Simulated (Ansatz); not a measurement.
Crystal: MgO.

```
Mg O
1.0
     0.00000    2.09700    2.09700
     2.09700    0.00000    2.09700
     2.09700    2.09700    0.00000
Mg O
1 1
Cartesian
  0.0000 0.0000 0.0000
  2.0970 2.0970 2.0970
```

The cell is a database's computed one.

Base run:

- Program: Ansatz 0.2.0
- Functional: LDA
- Potentials or basis: Ansatz PAW
- Cutoff: 420 eV (not typed: the program's choice for these potentials)
- k mesh: 11 × 11 × 11
- Occupations: fixed
- Spin: no spin polarisation

Its results: band gap on the k mesh 4.78 eV, direct; electronic dielectric tensor (diagonal) 3.21.

The run is repeated on the same cell with these changes: functional from LDA to PBE. What comes out?

Band gap on the k mesh 4.87 eV, direct; electronic dielectric tensor (diagonal) 3.19.

Caveats: odd divisions of the mesh miss points on the zone boundary, where band edges often lie, so the gap on the mesh can be too wide.

